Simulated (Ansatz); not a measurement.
Relaxed CsCl (CsCl type):

```xyz
2
Lattice="4.2053 0.0000 0.0000 0.0000 4.2053 0.0000 0.0000 0.0000 4.2053" Properties=species:S:1:pos:R:3 pbc="T T T"
Cs     0.0000     0.0000     0.0000
Cl     2.1026     2.1026     2.1026
```

Computed with PBE (plane waves to 420 eV, PAW, scalar-relativistic; Ansatz, an electronic-structure program). k mesh 6×6×6 (Γ-centred), Fermi-Dirac smearing 0.05 eV. CsCl was relaxed with its symmetry unable to fall.

One atom of the cell was then moved (with its periodic images), all else fixed, and the forces (eV/Å) came out as:

```tsv
atom	Fx	Fy	Fz
Cs1	0.000	0.000	-0.171
Cl2	0.000	0.000	0.171
```

With two atoms only their relative shift counts; take Cl2 as fixed.

**Question.** Which atom was moved, and by which vector (Å)?

**Answer.** Cs1, by (0.00, 0.00, 0.29), 0.29 Å in all.

(A displaced cell: forces are minus the slopes of the energy, force constants its curvatures, and phonons follow from these.)
